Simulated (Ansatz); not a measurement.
Computed with Ansatz 0.2.0, DFT PBE, scalar-relativistic, plane waves, PAW. Several structures of AlP5 were relaxed, and the powder pattern of one of them was computed from 10° to 70° in 2θ (λ = 1.5406 Å; lines under 1 % are left out).

Cu Kα1 powder pattern (kinematic, no thermal factors).
```csv
2θ (°),relative intensity
12.63,8
17.90,75
25.43,37
36.27,100
38.10,44
38.55,1
40.73,14
42.40,13
46.37,12
46.75,2
52.23,32
53.62,60
55.66,3
56.99,10
58.95,5
61.83,2
66.46,30
66.76,1
68.26,3
69.45,3
```

Question: Which structure gives it?
A. Space group P4/mmm (No. 123), tetragonal, a = 7.001 Å, c = 2.360 Å. Around Al lie 2 Al at 2.36 Å and 4 P at 2.58 Å; around P on a site of symmetry m2m lie 3 P at 2.36–2.37 Å and 1 Al at 2.58 Å; around P on a site of symmetry 4/mmm lie 6 P at 2.36–2.37 Å.
B. Space group F-43m (No. 216), cubic, a = 7.168 Å. Around Al lie 16 P at 2.98–3.10 Å; around P on a site of symmetry -43m lie 12 P at 2.97 Å and 4 Al at 3.10 Å; P on a site of symmetry 3m has 6 P at 2.48–2.58 Å, 3 P at 2.97 Å and 3 Al at 2.98 Å.
C. Space group P6/mmm (No. 191), hexagonal, a = 7.920 Å, c = 2.387 Å. Al is surrounded by 2 Al at 2.39 Å; around P on a site of symmetry mmm lie 4 P at 2.29–2.39 Å; around P on a site of symmetry -6m2 lie 5 P at 2.29–2.39 Å.
D. Space group P-6m2 (No. 187), hexagonal, a = 3.318 Å, c = 9.781 Å. Al has 6 P at 2.55 Å; P on a site of symmetry 3m is surrounded by 3 P at 2.48 Å and 3 Al at 2.55 Å; P on a second site of symmetry 3m is surrounded by 6 P at 2.48–2.52 Å; 1 more site not described.

Answer: A. Its strongest line, at 2θ = 36.27°, has d = λ/(2 sin θ) = 2.475 Å and is the (2 2 0) reflection of the conventional P4/mmm cell with a = 7.001 Å, c = 2.360 Å. The others have their strongest lines at 41.8° (B); 26.0° (C); 41.9° (D).

The cells needn't be stable.
